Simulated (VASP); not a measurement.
Si:

```
Si
1.0
     4.12095    0.00000    0.00000
    -2.06047    3.56885    0.00000
     0.00000    0.00000    2.65479
Si
2
Direct
  0.33333 0.66667 0.50000
  0.66667 0.33333 0.50000
```

The cell was built by a generator and needn't be a form met in nature.

```yaml
Program: VASP 6.6.1
Task: relaxation of cell and atoms
Functional: HSEsol
Potentials_or_basis: VASP PAW PBE potentials, release 64 (Si)
Cutoff: 600 eV
k_mesh: 4 × 4 × 5
Occupations: fermi-dirac, width 0.05 eV
Spin: no spin polarisation
```

At the start: pressure -3.8 GPa; volume 19.52 Å³/atom.

Question: Where does the relaxation end?

Answer: Over 8 steps the energy falls by 35.0 meV/atom and the volume is 18.62 Å³/atom (-4.6 %); space group P6/mmm (No. 191, to 0.05 Å).

The path:
| step | energy change (eV) | largest force (eV/Å) | pressure (GPa) | volume (Å³) |
| --- | --- | --- | --- | --- |
| 1 | 0.0000 | 0.0006 | -3.79 | 39.04 |
| 2 | -0.0353 | 0.0004 | 2.52 | 36.42 |
| 3 | -0.0696 | 0.0000 | -0.55 | 37.45 |
| 4 | -0.0696 | 0.0000 | -0.48 | 37.42 |
| 5 | -0.0699 | 0.0001 | 0.34 | 37.09 |
| 6 | -0.0701 | 0.0001 | 0.07 | 37.21 |
| 7 | -0.0701 | 0.0000 | 0.05 | 37.21 |
| 8 | -0.0701 | 0.0000 | -0.03 | 37.24 |

Final structure:
```xyz
2
Lattice="4.1160 0.0000 0.0000 -2.0580 3.5646 0.0000 0.0000 0.0000 2.5384" Properties=species:S:1:pos:R:3 pbc="T T T"
Si    0.0000    2.3764    1.2692
Si    2.0580    1.1882    1.2692
```

Caveat: the k mesh is coarse (spacing up to 0.47 Å⁻¹), so the values aren't converged, least of all with exact exchange; the PAW data sets were made with another functional, which shifts forces and pressure a little.
